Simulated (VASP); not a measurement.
Here is a VASP 6.6.1 calculation.

The input INCAR:

```
  PREC = Accurate
  ENCUT = 600
  EDIFF = 1E-7
  ISMEAR = 0
  SIGMA = 0.03
  LREAL = False
  LASPH = True
  NELM = 80
  ALGO = Normal
  ISIF = 3
  LWAVE = False
  LCHARG = False
  GGA = PS
  IBRION = 2
  NSW = 90
  EDIFFG = -0.005
  KPAR = 4
```

KPOINTS

```
Automatic mesh
0
Gamma
  12 12 2
```

The input POSCAR:

```
SiC                                     
1.0
    3.0798348539     -0.0000000000     -0.0000000000
   -1.5399174270      2.6672152183      0.0000000000
   -0.0000000000     -0.0000000000     15.1116731385
  Si              C             
     6     6
Direct
     0.0000000000000000    0.0000000000000000    0.1250363669786578
     0.0000000000000000    0.0000000000000000    0.6250363669786577
     0.3333333300000021    0.6666666699999979    0.2918190985840532
     0.6666666699999979    0.3333333300000021    0.7918190985840533
     0.3333333300000021    0.6666666699999979    0.9583117383839378
     0.6666666699999979    0.3333333300000021    0.4583117383839379
     0.0000000000000000    0.0000000000000000    0.9996886894021080
     0.0000000000000000    0.0000000000000000    0.4996886894021079
     0.3333333300000021    0.6666666699999979    0.1668269790874072
     0.6666666699999979    0.3333333300000021    0.6668269790874073
     0.3333333300000021    0.6666666699999979    0.8333171275638360
     0.6666666699999979    0.3333333300000021    0.3333171275638360
```

Potentials or basis: VASP PAW PBE potentials, release 64 (Si, C).

The run is started by

```console
$ cat potpaw_PBE.64/Si/POTCAR potpaw_PBE.64/C/POTCAR > POTCAR
$ mpirun -np 4 vasp_std > vasp.out
```

Task: What does it give for the band gap on the k mesh?

Result: 1.91 eV, indirect (least direct gap 3.02 eV).

Final structure:
```
CELL_PARAMETERS angstrom
3.07983 0.00000 0.00000
-1.53992 2.66722 0.00000
0.00000 0.00000 15.11167
ATOMIC_POSITIONS crystal
Si 0.00000 0.00000 0.12504
Si 0.00000 0.00000 0.62504
Si 0.33333 0.66667 0.29182
Si 0.66667 0.33333 0.79182
Si 0.33333 0.66667 0.95831
Si 0.66667 0.33333 0.45831
C 0.00000 0.00000 0.99969
C 0.00000 0.00000 0.49969
C 0.33333 0.66667 0.16683
C 0.66667 0.33333 0.66683
C 0.33333 0.66667 0.83332
C 0.66667 0.33333 0.33332
```

Caveat: the relaxation stopped at its first step, so nothing moved. A k mesh can miss the band edges.
